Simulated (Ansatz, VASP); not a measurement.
MgH: VASP beside Ansatz

```
CELL_PARAMETERS angstrom
3.30853 0.00000 0.00000
-1.65427 2.86527 0.00000
0.00000 0.00000 4.83615
ATOMIC_POSITIONS crystal
Mg 0.33333 0.66667 0.25000
Mg 0.66667 0.33333 0.75000
H 0.00000 0.00000 0.00000
H 0.00000 0.00000 0.50000
```

Alike in both runs: functional PBE; k mesh 12 × 12 × 8; occupations gaussian, width 0.1 eV; no spin polarisation.

Ansatz relaxed the structure, and its values are those at the end. VASP's run is a single point on that final structure, the one shown.

```csv
,VASP,Ansatz
version,VASP 6.6.1,Ansatz 0.2.0
potentials or method,"VASP PAW PBE potentials, release 64 (Mg, H)","scalar-relativistic, plane waves, PAW"
plane-wave cutoff (eV),520,420
valence electrons in the cell,6,22
```

```tsv
	VASP	Ansatz	Ansatz less VASP
gap on the k mesh at the Fermi level (eV)	none	none	-
pressure (GPa)	-0.3	0.0	+0.29
```

A gap of «none» marks a metal or a gap that the smearing closes. With one functional, cell and mesh, what is left measures potentials, basis and numerics. The two sets of potentials don't hold the same shells in valence.
